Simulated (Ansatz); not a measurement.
**Straining Sc**

All numbers below come from DFT PBE, scalar-relativistic, plane waves, PAW in Ansatz. Settings: 420 eV cutoff, 14×14×10 k-mesh, Gaussian smearing of 0.10 eV, no spin polarisation.

Starting point, cell and atoms relaxed:

```
Sc
1.0
     3.26760    0.00000    0.00000
     0.00000    3.26760    0.00000
     0.00000    0.00000    4.61711
Sc
2
Direct
  0.00000 0.00000 0.00000
  0.50000 0.50000 0.50000
```

Deformation: biaxial strain in the a-b plane, with the length and tilt of c and the atoms relaxed, all within the symmetry that the strain leaves. Energies are extrapolated to zero smearing. Stress is positive in compression, on the Cartesian axes of the cell above.

| strain (%) | ΔE (meV/atom) | a (Å) | b (Å) | c (Å) | σxx (GPa) | σyy (GPa) | σzz (GPa) |
| --- | --- | --- | --- | --- | --- | --- | --- |
| -3.0 | 8.7 | 3.170 | 3.170 | 4.780 | 2.07 | 2.07 | 0.00 |
| -2.0 | 3.5 | 3.202 | 3.202 | 4.727 | 1.32 | 1.32 | 0.00 |
| -1.0 | 0.7 | 3.235 | 3.235 | 4.674 | 0.60 | 0.60 | 0.00 |
| +0.0 | 0.0 | 3.268 | 3.268 | 4.617 | -0.03 | -0.03 | 0.05 |
| +1.0 | 1.3 | 3.300 | 3.300 | 4.564 | -0.63 | -0.63 | 0.00 |
| +2.0 | 4.2 | 3.333 | 3.333 | 4.506 | -1.13 | -1.13 | 0.00 |
| +3.0 | 8.5 | 3.366 | 3.366 | 4.444 | -1.54 | -1.54 | 0.01 |

This fcc form isn't the element's structure at ambient conditions.